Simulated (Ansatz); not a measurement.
**Ti (P6/mmm), one atom moved over a plane**

Level of theory: DFT r2SCAN, scalar-relativistic, plane waves, PAW in Ansatz 0.2.0. Cutoff 500 eV, Γ-centred 12×12×16 k-points, Gaussian smearing of 0.15 eV. No spin polarisation. Energies are free energies at this smearing, counted from the undisturbed cell; pressure is positive in compression.

Zero of the scan (relaxed at this level; this form isn't the usual structure):

```
CELL_PARAMETERS angstrom
4.56802 0.00000 0.00000
-2.28401 3.95602 0.00000
0.00000 0.00000 2.82456
ATOMIC_POSITIONS crystal
Ti 0.00000 0.00000 0.00000
Ti 0.33333 0.66667 0.50000
Ti 0.66667 0.33333 0.50000
```

Atom 1 (Ti) is moved by p along (1.000, 0.000, 0.000) and q along (0.000, 1.000, 0.000) (Å), all else fixed. Points are written (p, q).

Energy above the undisturbed cell in eV/cell (a dash: not computed):

```csv
p \ q,-0.200,-0.100,0.000,0.100,0.200
-0.200,0.16,0.09,0.07,0.09,0.16
-0.100,0.09,0.03,0.02,0.03,0.09
0.000,0.07,0.02,0.00,0.02,0.07
0.100,0.09,0.03,0.02,0.03,0.09
0.200,0.16,0.09,0.07,0.09,0.16
```

Pressure in GPa:

```csv
p \ q,-0.200,-0.100,0.000,0.100,0.200
-0.200,2.1,1.3,1.0,1.3,2.1
-0.100,1.3,0.5,0.3,0.5,1.3
0.000,1.0,0.3,0.0,0.3,1.0
0.100,1.3,0.5,0.3,0.5,1.3
0.200,2.1,1.3,1.0,1.3,2.1
```